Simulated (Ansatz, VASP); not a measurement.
## Pb: programs and potentials compared

The starting cell:

```
CELL_PARAMETERS angstrom
0.00000 2.47502 2.47502
2.47502 0.00000 2.47502
2.47502 2.47502 0.00000
ATOMIC_POSITIONS crystal
Pb 0.00000 0.00000 0.00000
```

Alike in all runs: task relaxation of cell and atoms; functional PBE; k mesh 9 × 9 × 9; occupations fermi-dirac, width 0.05 eV; no spin polarisation; no spin-orbit coupling.

| program and potentials | plane-wave cutoff (eV) | notes | equilibrium volume (Å³/atom) |
| --- | --- | --- | --- |
| VASP, PBE PAW files Pb_d, 600 eV | 600 | 14 valence electrons an atom on average | 31.85 |
| VASP, PBE PAW files Pb_d_GW, 680 eV | 680 | 16 valence electrons an atom on average | 31.87 |
| VASP, PBE PAW files Pb, 580 eV | 580 | 4 valence electrons an atom on average | 31.67 |
| VASP, PBE PAW files Pb_d_GW, 630 eV | 630 | 16 valence electrons an atom on average | 31.87 |
| VASP, PBE PAW files Pb_d, release 54, 600 eV | 600 | 14 valence electrons an atom on average | 31.84 |
| Ansatz, all-electron LAPW, scalar-relativistic | - | - | 31.88 |

The equilibrium volume spans 31.67 (VASP, PBE PAW files Pb, 580 eV) to 31.88 Å³/atom (Ansatz, all-electron LAPW, scalar-relativistic), with all-electron results at 31.88. Relaxations stop with a little pressure left, so the last digit of a volume isn't settled.

The functional is the same throughout but for its coding, so the spread measures potentials, basis and numerics; runs on potential files found faulty are left out.

The potentials that treat the 5d shell as valence all fall close to the all-electron volume of 31.88 Å³/atom, while the one with only 4 valence electrons stands apart at 31.67. Going from 14 to 16 valence electrons changes very little, and the two cutoffs used with the larger set give the same volume, so the plane-wave basis is unlikely to explain the outlier.

The filled 5d shell of lead is a shallow semicore level. Freezing it removes its response to the crystal environment and describes its overlap with neighbouring atoms only approximately. Some closed-shell repulsion is probably lost, which would fit the smaller volume, though other differences in how the potential was constructed could also contribute.

The comparison therefore favours an explicit 5d shell where small volume differences matter, while the 4-electron potential remains a reasonable approximation for less demanding structural work. Close agreement with the all-electron result shows that a potential is faithful to PBE, not that PBE gives the true volume of lead.
